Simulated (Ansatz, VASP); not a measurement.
**ZrGe: VASP beside Ansatz**

One calculation is typed for both programs; each brings its own data sets. How far apart do they land? The cell is generated by rule, not measured, and may not be a known phase. The cell is taken from a series of runs on this material, whose earlier steps may have relaxed, scaled, displaced or heated it; both programs get it as it stands.

Program: Ansatz 0.2.0. Level of theory: plane waves, with VASP 6.6.1 beside it; relaxation of cell and atoms at PBE. Results are calculated unless marked as measured.

### 1. The starting structure

The structure is hexagonal, space group P6_3/mmc (No. 194). Conventional cell: a = 4.678 Å, b = 4.678 Å, c = 5.382 Å, α = 90.00°, β = 90.00°, γ = 120.00°. Nearest to Zr lie 5 Ge at 2.69 to 2.70 Å. Ge has 5 Zr at 2.69 to 2.70 Å nearest. Farther neighbours are not listed.

### 2. VASP: relaxation of cell and atoms, PBE, pair 1

The relaxed volume is the usual yardstick between codes: in a stiff, nearly cubic crystal its relative difference is about their pressure difference at one cell divided by the bulk modulus.

Lines of VASP's logs that name or quote its potential files are left out, and so is its time.

INCAR reads:

```
SYSTEM = ZrGe
PREC = Accurate
ENCUT = 500
EDIFF = 1E-07
NELM = 120
ISMEAR = 1
SIGMA = 0.15
LREAL = .FALSE.
ALGO = Normal
GGA = PE
NBANDS = 32
LASPH = .TRUE.
LORBIT = 11
LWAVE = .FALSE.
LCHARG = .FALSE.
ISIF = 3
IBRION = 2
NSW = 80
EDIFFG = -0.005
GGA_COMPAT = .FALSE.
NELMIN = 4
KPAR = 2
```

POSCAR reads:

```
ZrGe
1.0
    4.6776710000      0.0000000000      0.0000000000
   -2.3388360000      4.0509820000      0.0000000000
    0.0000000000      0.0000000000      5.3815810000
Zr Ge
2 2
Direct
    0.3333334457      0.6666667490      0.2499999535
    0.6666667680      0.3333332510      0.7500000465
    0.6666667680      0.3333332510      0.2499999535
    0.3333334457      0.6666667490      0.7500000465
```

KPOINTS reads:

```
Automatic mesh
0
Gamma
12 12 6
0 0 0
```

PAW data sets: Zr_sv and Ge_d (PBE family, release 64).

Run with:

```bash
$ mpirun -np 2 vasp_std
```

Numbers of over 12 decimals in the logs are rounded to 6 here.

The log of the run:

```text
[banner, memory and clock lines left out]
running    2 mpi-ranks, on    1 nodes
 distrk:  each k-point on    1 cores,    2 groups
 distr:  one band on    1 cores,    1 groups

 POSCAR found type information on POSCAR ZrGe
 POSCAR found :  2 types and       4 ions
 LDA part: xc-table for (Slater+PW92), standard interpolation
 POSCAR, INCAR and KPOINTS ok, starting setup
 FFT: planning ... GRIDC
 FFT: planning ... GRID_SOFT
 FFT: planning ... GRID
 WAVECAR not read
 entering main loop
       N       E                     dE             d eps       ncg     rms          rms(c)
DAV:   1     0.605546383707E+03    0.60555E+03   -0.25900E+04  5936   0.329E+03
DAV:   2     0.647142292046E+02   -0.54083E+03   -0.52778E+03  5000   0.882E+02
DAV:   3    -0.218005550005E+02   -0.86515E+02   -0.85460E+02  6712   0.207E+02
DAV:   4    -0.295539119547E+02   -0.77534E+01   -0.77144E+01  7480   0.618E+01
DAV:   6    -0.275574935068E+02    0.24430E+01   -0.86519E+00  8264   0.531E+01    0.519E+00
DAV:   7    -0.275256742714E+02    0.31819E-01   -0.17898E+00  6736   0.824E+00    0.192E+00
DAV:   8    -0.275162910096E+02    0.93833E-02   -0.13306E-01  7008   0.336E+00    0.112E+00
DAV:   9    -0.275164805316E+02   -0.18952E-03   -0.19982E-02  7192   0.889E-01    0.151E-01
DAV:  10    -0.275164648720E+02    0.15660E-04   -0.13905E-03  6336   0.350E-01    0.550E-02
DAV:  11    -0.275165765844E+02   -0.11171E-03   -0.46187E-04  7992   0.123E-01    0.321E-02
DAV:  12    -0.275165700299E+02    0.65545E-05   -0.78571E-05  6264   0.674E-02    0.118E-02
DAV:  13    -0.275165716607E+02   -0.16308E-05   -0.96565E-06  7440   0.244E-02    0.236E-03
DAV:  14    -0.275165722500E+02   -0.58921E-06   -0.79585E-07  4744   0.481E-03    0.138E-03
DAV:  15    -0.275165724156E+02   -0.16568E-06   -0.16059E-07  4368   0.419E-03    0.668E-04
DAV:  16    -0.275165724810E+02   -0.65371E-07   -0.39370E-08  3952   0.198E-03
   1 F= -.27516572E+02 E0= -.27516388E+02  d E =-.275166E+02
 curvature:   0.00 expect dE= 0.000E+00 dE for cont linesearch  0.000E+00
 trial: gam= 0.00000 g(F)=  0.188E-39 g(S)=  0.272E-04 ort = 0.000E+00 (trialstep = 0.100E+01)
 search vector abs. value=  0.272E-04
 bond charge predicted
       N       E                     dE             d eps       ncg     rms          rms(c)
DAV:   1    -0.275168906990E+02   -0.31828E-03   -0.80189E-03  5792   0.871E-01    0.121E-01
DAV:   2    -0.275166584825E+02    0.23222E-03   -0.63530E-04  6952   0.245E-01    0.583E-02
DAV:   3    -0.275165769389E+02    0.81544E-04   -0.27790E-04  7088   0.133E-01    0.275E-02
DAV:   4    -0.275165752788E+02    0.16601E-05   -0.32592E-05  6520   0.394E-02    0.142E-02
DAV:   5    -0.275165727131E+02    0.25657E-05   -0.41748E-06  7808   0.141E-02    0.635E-03
DAV:   6    -0.275165710958E+02    0.16173E-05   -0.13075E-06  6456   0.121E-02    0.121E-03
DAV:   7    -0.275165713014E+02   -0.20559E-06   -0.11008E-07  3760   0.385E-03    0.301E-04
DAV:   8    -0.275165712879E+02    0.13521E-07   -0.15332E-08  3536   0.116E-03
   2 F= -.27516571E+02 E0= -.27516390E+02  d E =0.119312E-05
 trial-energy change:    0.000001  1 .order    0.000001   -0.000027    0.000030
 step:   0.4744(harm=  0.4744)  dis= 0.00000  next Energy=   -27.516579 (dE=-0.646E-05)
 bond charge predicted
       N       E                     dE             d eps       ncg     rms          rms(c)
DAV:   1    -0.275166662802E+02   -0.94979E-04   -0.22146E-03  5768   0.457E-01    0.639E-02
DAV:   2    -0.275165997178E+02    0.66562E-04   -0.17596E-04  6912   0.130E-01    0.307E-02
DAV:   3    -0.275165765681E+02    0.23150E-04   -0.76769E-05  7064   0.705E-02    0.145E-02
DAV:   4    -0.275165775198E+02   -0.95168E-06   -0.91159E-06  6536   0.211E-02    0.741E-03
DAV:   5    -0.275165783463E+02   -0.82650E-06   -0.10922E-06  6016   0.739E-03    0.329E-03
DAV:   6    -0.275165791622E+02   -0.81594E-06   -0.36559E-07  4944   0.687E-03    0.589E-04
DAV:   7    -0.275165790579E+02    0.10436E-06   -0.41254E-08  3360   0.259E-03    0.162E-04
DAV:   8    -0.275165790673E+02   -0.94387E-08   -0.10912E-08  3232   0.996E-04
   3 F= -.27516579E+02 E0= -.27516396E+02  d E =-.658631E-05
 curvature:  -0.24 expect dE=-0.857E-08 dE for cont linesearch -0.418E-08
 trial: gam=-0.02409 g(F)=  0.125E-39 g(S)=  0.361E-07 ort = 0.692E-06 (trialstep = 0.895E+00)
 search vector abs. value=  0.187E-07
 reached required accuracy - stopping structural energy minimisation
```

OUTCAR, selected parts (step 2):

```text
ion  position               nearest neighbor table
   1  0.333  0.667  0.250-   4 2.69   4 2.69   3 2.70   3 2.70   3 2.70   2 3.81   2 3.81   2 3.81
                             2 3.81   2 3.81   2 3.81
   2  0.667  0.333  0.750-   3 2.69   3 2.69   4 2.70   4 2.70   4 2.70   1 3.81   1 3.81   1 3.81
                             1 3.81   1 3.81   1 3.81
   3  0.667  0.333  0.250-   2 2.69   2 2.69   1 2.70   1 2.70   1 2.70
   4  0.333  0.667  0.750-   1 2.69   1 2.69   2 2.70   2 2.70   2 2.70

  LATTYP: Found a hexagonal cell.
 ALAT       =     4.6776710000
 C/A-ratio  =     1.1504830075

 Subroutine GETGRP returns: Found 24 space group operations
 (whereof 12 operations were pure point group operations)

The static configuration has the point symmetry D_3d.
 The point group associated with its full space group is D_6h.

 Found     76 irreducible k-points:

   k-points           NKPTS =     76   k-points in BZ     NKDIM =     76   number of bands    NBANDS=     32

   dimension x,y,z NGX =    36 NGY =   36 NGZ =   40
   dimension x,y,z NGXF=    72 NGYF=   72 NGZF=   80

   ENCUT  =  500.0 eV  36.75 Ry    6.06 a.u.   8.53  8.53  9.81*2*pi/ulx,y,z

   NELECT =      52.0000    total number of electrons

 k-points in reciprocal lattice and weights: Automatic mesh
   0.00000000  0.00000000  0.00000000       0.001
   0.08333333  0.00000000  0.00000000       0.007
   0.16666667 -0.00000000  0.00000000       0.007
   0.25000000  0.00000000  0.00000000       0.007
   0.33333333  0.00000000  0.00000000       0.007
   0.41666667  0.00000000  0.00000000       0.007
   0.50000000  0.00000000  0.00000000       0.003
   0.08333333  0.08333333  0.00000000       0.007
   0.16666667  0.08333333  0.00000000       0.014
[...]
0.33333333  0.25000000  0.50000000       0.014
   0.33333333  0.33333333  0.50000000       0.002

 average (electrostatic) potential at core
       1 -78.5145       2 -78.5145       3 -72.5810       4 -72.5810

 E-fermi :   5.3302

 k-point     1 :       0.0000    0.0000    0.0000
  band No.  band energies     occupation
    ...
     21       3.6509      2.00000
     22       3.6509      2.00000
     23       3.7571      2.00000
     24       3.8905      2.00000
     25       3.8905      2.00000
     26       5.7122     -0.00188
     27       5.7122     -0.00188
     28       6.6078     -0.00000
     29       7.7798     -0.00000
     30       7.7798     -0.00000
    ...

 k-point     2 :       0.0833    0.0000    0.0000
  band No.  band energies     occupation
    ...
     21       3.5981      2.00000
     22       3.6669      2.00000
     23       3.7607      2.00000
     24       3.8302      2.00000
     25       3.9803      2.00000
     26       5.6027     -0.02762
     27       5.6682     -0.00650
     28       6.7081     -0.00000
     29       7.8347     -0.00000
     30       7.8476     -0.00000
    ...

 k-point     3 :       0.1667   -0.0000    0.0000
  band No.  band energies     occupation
    ...
     22       3.7366      2.00000
     23       3.7759      2.00000
     24       3.7762      2.00000
     25       4.2193      2.00000
     26       5.3374      0.91958
     27       5.5582     -0.05353
     28       6.9129     -0.00000
     29       7.9738     -0.00000
     30       8.0038     -0.00000
     31       8.4789      0.00000
    ...

  Total       -0.0007840     -0.0007840      0.0013295      0.0000000      0.0000000      0.0000000
  in kB       -0.0123132     -0.0123132      0.0208817      0.0000000      0.0000000      0.0000000
  external PRESSURE =      -0.0012482 kB  Pullay stress =       0.0000000 kB

  energy-cutoff  :      500.00
  volume of cell :      102.01
      direct lattice vectors                 reciprocal lattice vectors
     4.677763720 -0.000000000  0.000000000     0.213777365  0.123424443  0.000000000
    -2.338882360  4.051062298  0.000000000     0.000000000  0.246848833  0.000000000
     0.000000000 -0.000000000  5.383036342    -0.000000000 -0.000000000  0.185768763

 POSITION                                       TOTAL-FORCE (eV/Angst)
 -----------------------------------------------------------------------------------
     -0.00000      2.70071      1.34576        -0.000000     -0.000000     -0.000000
      2.33888      1.35035      4.03728         0.000000      0.000000     -0.000000
      2.33888      1.35035      1.34576         0.000000     -0.000000      0.000000
     -0.00000      2.70071      4.03728        -0.000000      0.000000     -0.000000
 -----------------------------------------------------------------------------------
    total drift:                               -0.001927      0.000207     -0.000366

  FREE ENERGIE OF THE ION-ELECTRON SYSTEM (eV)
  ---------------------------------------------------
  free  energy   TOTEN  =       -27.5165790673 eV

  energy  without entropy=      -27.5160302324  energy(sigma->0) =      -27.51639612

 reached required accuracy - stopping structural energy minimisation

 total charge
# of ion       s       p       d       tot
------------------------------------------
    1        2.164   5.971   1.609   9.744
    2        2.164   5.971   1.609   9.744
    3        1.157   1.387   9.989  12.533
    4        1.157   1.387   9.989  12.533
--------------------------------------------------
tot          6.642  14.716  23.196  44.554

[... 3 further parts left out ...]
```

### 3. Ansatz: relaxation of cell and atoms, PBE, pair 1

Ansatz runs on its default PAW (the set named soft_2) files.

The same cell, functional, mesh and smearing now go to Ansatz, which takes its cutoff from its data sets.

input.yaml reads:

```yaml
crystal:
  lattice:
    - [4.6776712725, 0.0, 0.0]
    - [-2.3388356363, 4.0509821526, 0.0]
    - [0.0, 0.0, 5.3815812226]
  atoms:
    - { symbol: Zr, position: [0.3333333333, 0.6666666667, 0.25] }
    - { symbol: Zr, position: [0.6666666667, 0.3333333333, 0.75] }
    - { symbol: Ge, position: [0.6666666667, 0.3333333333, 0.25] }
    - { symbol: Ge, position: [0.3333333333, 0.6666666667, 0.75] }
kpoints:
  mp_grid: { grid: [12, 12, 6] }
hamiltonian:
  xc: pbe
scf:
  occupations: { method: methfessel_paxton, width: 0.15 }
output:
  forces: true
  stress: true
  eigenvalues: true
relax:
  adjacent_minimum: "off"
  f_tol: 0.001
  max_steps: 60
  cell: { stress_tol: 0.01 }
```

Run with:

```bash
$ ansatz run input.yaml --threads 4 --pin off --max-ram 7168MiB --backend cpu --events-out ev --progress --plain --runs-dir out
```

The log of the run:

```text
Engine: ansatz 0.2.0, aarch64-unknown-linux-gnu
Pseudopotentials: kind: paw
Pseudopotential: Zr, paw, valence charge 12, recommended cutoff 420 eV (normal), Zr.paw.azcp
Pseudopotential: Ge, paw, valence charge 14, recommended cutoff 420 eV (normal), Ge.paw.azcp
Functional definition: PBE
  parameter kappa = 0.804
  parameter beta = 0.066725
  exchange = pbe_x(kappa = kappa, mu = beta*pi^2/3)
  correlation = pbe_c(beta = beta)
Crystal: 4 atoms, lattice volume = 101.976 Å³
Basis set: ecut = 420 eV, 1991 PW (Γ), exchange–correlation on 64×64×72 points (8 copies of the dense FFT grid, shifted against one another)
Bands: 32, of which v1, the nominal top of the filled ones, is band 26 counted from 1 (25 counted from 0)
Symmetry: 24 space group operations
Space group: P63/mmc (ITA 194), of the structure as read, at distance tolerance 4.7e-5 Å
k-points: 76 of 864
Non-local potential: Zr, projectors of the file, l = 0: 3, l = 1: 2, l = 2: 2, l = 3: 2
Non-local potential: Ge, projectors of the file, l = 0: 2, l = 1: 2, l = 2: 3, l = 3: 1
PAW form: soft (Blöchl's): semilocal exchange-correlation on the pseudo side does not see the compensation charge
PAW one-centre angular grid: Zr, 590 points (default); XC on 64 Gauss nodes
PAW one-centre angular grid: Ge, 590 points (default); XC on 64 Gauss nodes
Initial density: superposition of atomic densities (neutral atoms: chi_scale 0, normalization atom), corrected by the library's trained network
Initial wavefunctions: pseudopotential atomic-orbital guess
Functional: x = pbe(κ = 0.804, μ = 0.219515), c = pbe(β = 0.066725)
SCF iter   1: F=—  HF=-16959.087100 eV  |F-HF|=—  |Δ(HF+E_count)|=         —  Δρ=3.07e-3  dr2=1.19e-2  ethr=1.77e-3  ⟨swp⟩=5.0  Hψ=9000  notcnv=0
preconditioner: auto → LDOS  [metal: Δε(μ)=0.014 eV  Ē_g=5.345 eV  σ=0.150 eV  W_gap=0.08  n_scr=22 (ndim 8)  ℏωp=14.7 eV  f_vac=0.053  D(μ)=0.96/eV (n_scr^D=2)  β→1.0]
SCF iter   2: F=—  HF=-16959.084711 eV  |F-HF|=—  |Δ(HF+E_count)|=   2.39e-3  S|Δr|=    0.00e0  Δρ=1.45e-3  dr2=2.55e-3  ethr=2.29e-5  ⟨swp⟩=2.0  Hψ=5016  notcnv=0
SCF iter   3: F=—  HF=-16959.083891 eV  |F-HF|=—  |Δ(HF+E_count)|=   8.20e-4  S|Δr|=    0.00e0  Δρ=2.74e-4  dr2=1.38e-4  ethr=4.90e-6  ⟨swp⟩=2.0  Hψ=4311  notcnv=0
SCF iter   4: F=—  HF=-16959.083854 eV  |F-HF|=—  |Δ(HF+E_count)|=   3.75e-5  S|Δr|=    0.00e0  Δρ=8.38e-5  dr2=4.96e-6  ethr=2.64e-7  ⟨swp⟩=2.0  Hψ=3703  notcnv=0
SCF iter   5: F=—  HF=-16959.083932 eV  |F-HF|=—  |Δ(HF+E_count)|=   7.80e-5  S|Δr|=    0.00e0  Δρ=2.37e-5  dr2=3.06e-7  ethr=9.55e-9  ⟨swp⟩=2.0  Hψ=3701  notcnv=0
SCF iter   6: F=-16959.083932 eV  HF=-16959.083932 eV  |F-HF|=1.58e-8  |Δ(HF+E_count)|=   1.25e-7  S|Δr|=    0.00e0  Δρ=5.30e-6  dr2=1.55e-8  ethr=1.92e-10  ⟨swp⟩=7.7  Hψ=10309  notcnv=0
SCF 1 converged in 6 iterations: F = -16959.083932 eV  dr2 = 1.55e-8
  greatest PAW one-centre occupation: 0.998 electrons in one spin orbital (limit 2), on the Ge atom at site 3 (counted from 0), in its partial waves of l = 2
relax step   1: F+E_penalty+E_count = -16959.08393172 eV  Δ(F+E_penalty+E_count) = +0.000e0 eV  max|allowed force component| = 2.325e-16 eV/Å  Δτ_max = 0.0000 Å  P = -0.002 GPa  Ω = 101.976 Å³  (6 SCF iters, dr2 threshold 1.00e-7 eV, accepted)
Initial density: handed on by an earlier stage of this run
Initial wavefunctions: pseudopotential atomic-orbital guess (no wavefunctions were taken with the density)
iter 1 solved again at ethr=7.63e-8 eV; its pass at ethr=3.10e-3 eV (dr2=3.97e-5 eV) is discarded
SCF iter   1: F=—  HF=-16959.083855 eV  |F-HF|=—  |Δ(HF+E_count)|=         —  Δρ=5.26e-6  dr2=1.53e-8  ethr=7.63e-8  ⟨swp⟩=3.1  Hψ=15789  notcnv=0
preconditioner: auto → LDOS  [metal: Δε(μ)=0.011 eV  Ē_g=5.322 eV  σ=0.150 eV  W_gap=0.06  n_scr=22 (ndim 8)  ℏωp=14.7 eV  f_vac=0.049  D(μ)=0.97/eV (n_scr^D=2)  β→1.0]
SCF iter   2: F=—  HF=-16959.083932 eV  |F-HF|=—  |Δ(HF+E_count)|=   7.71e-5  S|Δr|=    0.00e0  Δρ=1.67e-6  dr2=1.64e-9  ethr=2.94e-11  ⟨swp⟩=2.9  Hψ=4757  notcnv=0
SCF iter   3: F=—  HF=-16959.083932 eV  |F-HF|=—  |Δ(HF+E_count)|=  2.80e-10  S|Δr|=    0.00e0  Δρ=1.13e-6  dr2=1.05e-9  ethr=3.15e-12  ⟨swp⟩=2.0  Hψ=3802  notcnv=0
SCF iter   4: F=—  HF=-16959.083932 eV  |F-HF|=—  |Δ(HF+E_count)|=   1.10e-9  S|Δr|=    0.00e0  Δρ=1.34e-7  dr2=2.84e-11  ethr=2.02e-12  ⟨swp⟩=2.0  Hψ=3800  notcnv=0
SCF iter   5: F=-16959.083932 eV  HF=-16959.083932 eV  |F-HF|=3.64e-12  |Δ(HF+E_count)|=  1.09e-11  S|Δr|=    0.00e0  Δρ=2.69e-8  dr2=3.99e-13  ethr=1.00e-12  ⟨swp⟩=4.0  Hψ=9748  notcnv=0
SCF 2 converged in 5 iterations: F = -16959.083932 eV  dr2 = 3.99e-13
relax step   2: F+E_penalty+E_count = -16959.08393172 eV  Δ(F+E_penalty+E_count) = -2.630e-9 eV  max|allowed force component| = 2.405e-16 eV/Å  Δτ_max = 0.0000 Å  P = -0.002 GPa  Ω = 101.976 Å³  stress off target by 3.07e-3 GPa  SCF on the basis re-selected at this cell (its energy is not comparable with the rows above)  (5 SCF iters)
basis re-selected at this cell: Δ(F+E_penalty+E_count) = -2.630e-9 eV, ΔP = -0.000 GPa vs the last step (what re-selecting the basis moved, of the pressure what is left beyond the Pulay correction that the steps carried, after the strain that the cell walked since its last selection, with what the two solves' SCF thresholds leave and, on support functions, any second-order correction that the steps lacked; it is no m [...]
SCF converged after 5 iterations
Stability not checked: this state was not tested for a lower state beside it, because cold or Methfessel-Paxton smearing, or corrected tetrahedra, fill the levels in a way that the test cannot read (fill_not_monotonic; see scf.lower_state_search)
Free energy (F): -16959.083932 eV
Harris-Foulkes:  -16959.083932 eV  (|F-HF|=3.64e-12)
Internal energy: -16959.083372 eV  (E = F + TS)
E sigma→0 (E₀):  -16959.083792 eV
Entropy (-TS):   -0.000560 eV (-0.140 meV/atom)
Fermi energy:    9.197088 eV
--- Per-component energies (eV) ---
  E_band       = -556.302612
  E_kinetic    = 887.353641
  E_local      = -6798.184693  (includes V_loc(G=0)·N_el)
  E_nonlocal   = 995.935906
  E_hartree    = 2826.958945
  E_xc         = -474.526057
  E_vxc        = -511.073756  (∫ρ·V_xc dr)
  E_paw        = -9946.228058  (= ΣΔE_a)
  E_vpaw       = -784.252212  (= ΣTr[D̂ρ^β])
  E_aug_tail   = 0.000626  (compensation charges beyond the density's cutoff)
  E_ewald      = -4450.393683
  E_smearing   = -0.000560  (= −TS)
  E_closure    = -0.000000  (closes the sum)
  Σ components = -16959.083932   (vs F -16959.083932, Δ=0.00e0)
--- Forces (eV/Å), atoms counted from 1 ---
  atom   1  Zr    -0.00000000     0.00000000    -0.00000000
  atom   2  Zr     0.00000000    -0.00000000     0.00000000
  atom   3  Ge     0.00000000    -0.00000000    -0.00000000
  atom   4  Ge    -0.00000000     0.00000000     0.00000000
  max |Σ_I F_I| component: 4.16e-17 eV/Å
--- Stress (GPa, compression-positive) ---
       -0.003066      -0.000000      -0.000000
       -0.000000      -0.003066      -0.000000
       -0.000000      -0.000000      -0.000676
  P = ⅓ Tr σ = -0.0023 GPa (-0.023 kbar)
--- Band table (eV; the first three rows and the last of 76) ---
  k-point 0: bands = [... 22 lower, 7.6264, 7.7588, 7.7588, 9.5777, 9.5777, 10.4728, 11.6452, 11.6452, ... 2 higher]
  k-point 1: bands = [... 22 lower, 7.4447, 7.5982, 7.5982, 9.6109, 9.9186, 9.9186, 11.7693, 11.7693, ... 2 higher]
  k-point 2: bands = [... 22 lower, 7.3085, 7.3595, 7.3595, 8.1569, 10.6531, 10.6531, 11.8386, 11.8386, ... 2 higher]
  k-point 75: bands = [... 22 lower, 7.4913, 7.4913, 8.2449, 8.2449, 9.9497, 9.9497, 11.7140, 11.7140, ... 2 higher]
--- Relaxed structure (1 steps of the walk, 1 accepted, 1 SCFs on fresh bases) ---
  F+E_penalty+E_count = -16959.08393172 eV   max|allowed force component| = 2.405e-16 eV/Å   (the final SCF, on the basis selected at the relaxed cell)
  cell:  # Å, volume = 101.9765 Å³
    - [4.677671, 2.886735094059625e-11, 0.0]
    - [-2.338836, 4.050982, 0.0]
    - [0.0, 0.0, 5.3815812226]
  atoms:
    - { symbol: Zr, position: [0.333333, 0.666667, 0.250000] }
    - { symbol: Zr, position: [0.666667, 0.333333, 0.750000] }
    - { symbol: Ge, position: [0.666667, 0.333333, 0.250000] }
    - { symbol: Ge, position: [0.333333, 0.666667, 0.750000] }
```

The column dr2 measures how far the density is from self-consistency, as an energy; F and HF (Harris–Foulkes) agree once it is small.

### 4. Comparison

Known differences besides the potentials themselves: the cutoff is 420 eV in Ansatz and 500 eV in VASP; Ansatz adds a Pulay correction to the stress that steers its cell, VASP none. Total energies have different zeros and are not compared.

Both answers:

| quantity | Ansatz | VASP | difference |
| --- | --- | --- | --- |
| volume (Å³) | 101.98 | 102.01 | -0.03 % |
| edge a after relaxation, in the typed setting (Å) | 4.678 | 4.678 | +0.00 % |
| edge c after relaxation, in the typed setting (Å) | 5.382 | 5.383 | -0.03 % |

(Part 1 of 2 ends here.)

[Lines on the potential files, build, host, timing and source positions are cut from VASP's logs without a mark.]

[Logs are printed without paths, hosts, clocks, repeated set-up lines and the standing remarks that a program may print on its own settings, such as how far it seeks lower states.]

[Hosts, paths, dates, database ids (printed as entryN), source tags and the programs' standing remarks are cut or masked in the printed files.]
